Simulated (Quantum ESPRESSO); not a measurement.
The system is BP.

```
CELL_PARAMETERS angstrom
0.00000 2.26900 2.26900
2.26900 0.00000 2.26900
2.26900 2.26900 0.00000
ATOMIC_POSITIONS crystal
P 0.75000 0.75000 0.75000
B 0.00000 0.00000 0.00000
```

Base run:

```yaml
Program: Quantum ESPRESSO 7.5
Functional: r2SCAN
Potentials_or_basis: SG15 PBE 1.2
Cutoff: 952 eV
Density_cutoff: 3810 eV
k_mesh: 8 × 8 × 8
Occupations: fermi-dirac, width 0.05 eV
Spin: no spin polarisation
```

Its results: band gap on the k mesh 1.44 eV, indirect (least direct gap 3.59 eV); pressure -0.5 GPa.

Task: The run is repeated on the same cell with these changes: functional from r2SCAN to PBE. What comes out?

Result: Band gap on the k mesh 1.30 eV, indirect (least direct gap 3.43 eV); pressure 0.4 GPa.

r2SCAN gives the wider gap, since meta-GGAs in the generalised Kohn-Sham scheme recover part of the derivative discontinuity.

Caveats: the potentials were made for another functional, which shifts forces and pressure (some runs).
